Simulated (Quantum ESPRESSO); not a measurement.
Set up this calculation in Quantum ESPRESSO 7.5, as the native input.

```
Task                : relaxation of cell and atoms
Functional          : PBE
Potentials or basis : SSSP 1.3 efficiency PBE
Cutoff              : 939 eV
Density cutoff      : 7510 eV
k mesh              : 12 × 12 × 6
Occupations         : fermi-dirac, width 0.05 eV
Spin                : no spin polarisation
Target pressure     : 20 GPa
Mixing beta         : 0.5
Most SCF iterations : 120
SCF threshold       : 8e-10 Ry
Most ionic steps    : 40
Forc conv thr       : 0.0004 Ry/bohr
Etot conv thr       : 1e-05 Ry
Ion dynamics        : bfgs
Cell dynamics       : bfgs
Press conv thr      : 0.3 kbar
```

Crystal: BN.

```
N B
1.0
     2.55394    0.00000    0.00000
    -1.27697    2.21178    0.00000
     0.00000    0.00000    4.22685
N B
2 2
Direct
  0.33333 0.66667 0.12528
  0.66667 0.33333 0.62528
  0.33333 0.66667 0.49972
  0.66667 0.33333 0.99972
```

Measurements of this composition are mostly on another form, of space group No. 194.

The input as run:

pw.in

```
&CONTROL
  calculation = 'vc-relax'
  prefix = 'pwscf'
  outdir = './tmp'
  pseudo_dir = './pseudo'
  tprnfor = .true.
  tstress = .true.
  disk_io = 'low'
  nstep = 40
  forc_conv_thr = 0.0004
  etot_conv_thr = 1d-05
/
&SYSTEM
  ibrav = 0
  A = 2.5539396
  nat = 4
  ntyp = 2
  ecutwfc = 69
  ecutrho = 552
  nbnd = 14
  occupations = 'smearing'
  smearing = 'fd'
  degauss = 0.00367493
/
&ELECTRONS
  conv_thr = 8d-10
  electron_maxstep = 120
  mixing_beta = 0.5
/
&IONS
  ion_dynamics = 'bfgs'
/
&CELL
  cell_dynamics = 'bfgs'
  press = 200
  press_conv_thr = 0.3
/
ATOMIC_SPECIES
N     14.0070 N.pbe-n-radius_5.UPF
B     10.8100 b_pbe_v1.4.uspp.F.UPF
CELL_PARAMETERS alat
   1.0000000007    0.0000000000    0.0000000000
  -0.5000000004    0.8660254044    0.0000000000
   0.0000000000    0.0000000000    1.6550332670
ATOMIC_POSITIONS alat
N     -0.0000000001    0.5773502696    0.2073359476
N      0.5000000004    0.2886751348    1.0348525811
B     -0.0000000001    0.5773502696    0.8270598443
B      0.5000000004    0.2886751348    1.6545764779
K_POINTS automatic
12 12 6 0 0 0
```

Potentials or basis: SSSP 1.3 efficiency PBE.

Command:

```bash
$ OMP_NUM_THREADS=1 pw.x -in pw.in > pw.out
```

Results of the run:

* Relaxed volume: 5.67 Å³/atom
* Relaxed cell: a = 2.511 Å, b = 2.511 Å, c = 4.153 Å, α = 90.00°, β = 90.00°, γ = 120.00°
* Space group after relaxing (to 0.05 Å): P6_3mc (No. 186)
* Energy change on relaxing (the enthalpy is what falls): +17.0 meV/atom
* Ionic steps: 5
* Pressure after relaxing: 19.9 GPa
* Band gap on the k mesh: 5.12 eV, indirect (least direct gap 8.49 eV)

Wall time 2.1 min on 1 thread of Arm Neoverse V1, on a shared host, peak memory 0.09 GiB.
